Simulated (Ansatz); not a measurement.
Cubic perovskite LaAlO₃ (cubic high-temperature phase), treated with PBE in Ansatz (plane waves, PAW).

Run with plane-wave cutoff 520 eV, 10×10×10 k mesh, Fermi–Dirac smearing 0.01 eV, scalar-relativistic PAW data made under PBE.

A third-order Birch–Murnaghan fit to the energies gives V0 = 11.083 Å³/atom, B0 = 192 GPa, B′ = 4.2.

```json
[
 {"V (Å³/atom)": "10.418", "P (GPa)": "13.55"},
 {"V (Å³/atom)": "10.639", "P (GPa)": "…"},
 {"V (Å³/atom)": "10.861", "P (GPa)": "4.05"},
 {"V (Å³/atom)": "11.083", "P (GPa)": "0.00"},
 {"V (Å³/atom)": "11.304", "P (GPa)": "-3.64"},
 {"V (Å³/atom)": "11.526", "P (GPa)": "…"},
 {"V (Å³/atom)": "11.748", "P (GPa)": "-9.88"}
]
```

Question: Estimate the withheld pressures from this fit; the answers are the runs' own values.

Answer: 
- 10.639, P (GPa): 8.55
- 11.526, P (GPa): -6.93

The formula P = (3/2) B0 (x^(7/3) − x^(5/3)) [1 + (3/4)(B′ − 4)(x^(2/3) − 1)] with x = V0/V meets the computed pressures within 0.03 GPa when these rounded values are put in.

Measured, for comparison: bulk modulus 215 ± 4 GPa (room temperature, no zero-point or thermal correction, cubic phase above 14 GPa, extrapolated to zero pressure; as tabulated in Guennou et al. (2011), arXiv:1105.1276). Computed (rounded) less measured: bulk modulus -11 %.

Note: the relaxation could not lower the start's symmetry, so the cell can be a saddle point above a distorted one.

Spin–orbit coupling is not included.

The computed numbers hold no vibrational or temperature effects.

Ansatz is a quantum-chemistry and plane-wave program.
